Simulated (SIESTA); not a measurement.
## Mn in SIESTA: the effect of pseudo set

The system is Mn, a slab with vacuum.

```
Mn
1.0
     2.73155    0.00000    0.00000
    -1.36578    2.36559    0.00000
     0.00000    0.00000   23.92122
Mn
5
Cartesian
  1.3658 0.7885 7.5000
  0.0000 1.5771 9.7303
  0.0000 0.0000 11.9606
  1.3658 0.7885 14.1909
  0.0000 1.5771 16.4212
```

The slab is cut from a database's or a generator's crystal, which needn't be the stable form of the element.

Alike in all runs:

```yaml
Program: SIESTA 5.4.2
Task: band structure
Functional: PBE
Basis: DZP (energy shift 0.003 Ry; two zetas on semicore shells)
Grid_cutoff: 800 Ry
Energy_shift: 0.003 Ry
k_mesh: 11 × 11 × 1
Occupations: fermi-dirac, width 0.05 eV
Spin: collinear spin, ferromagnetic start
Starting_moments: "[4.0, 4.0, 4.0, 4.0, 4.0] μB"
```

```tsv
pseudo set	moment (μB)	largest force (eV/Å)
PseudoDojo 0.4 standard	18.29	0.21
PseudoDojo 0.4 stringent	17.19	0.23
PseudoDojo 0.5 standard	18.29	0.21
SG15 1.2	18.48	0.20
SPMS 1.0	?	?
Ansatz NC	16.89	0.36
```

Problem. What does the run with pseudo set SPMS 1.0 give?

Solution. Moment 18.22 μB; largest force 0.20 eV/Å.

Caveats: the cell was measured hot, at 1373 K.
